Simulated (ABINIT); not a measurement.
Ir:

```
Ir
1.0
     0.00000    1.91560    1.91560
     1.91560    0.00000    1.91560
     1.91560    1.91560    0.00000
Ir
1
Cartesian
  0.0000 0.0000 0.0000
```

Base run:

| Property | Result |
| --- | --- |
| Program | ABINIT 10.8.3 (patched build) |
| Functional | PBE |
| Potentials or basis | JTH PAW PBE v2.0 |
| Cutoff | 463 eV |
| k mesh | 12 × 12 × 12 |
| Occupations | fermi-dirac, width 0.05 eV |
| Spin | no spin polarisation |

Its results: band gap on the k mesh none (metal or under the smearing width); pressure 10.9 GPa.

The run is repeated on the same cell with these changes: functional from PBE to AM05. What comes out?

Band gap on the k mesh none (metal or under the smearing width); pressure -3.3 GPa.

AM05 binds more tightly than PBE, so the same cell stands under less pressure.

Caveats: spin-orbit coupling is left out, which moves the levels of the heavy elements; the PAW data sets were made with another functional, which shifts forces and pressure a little (some runs).
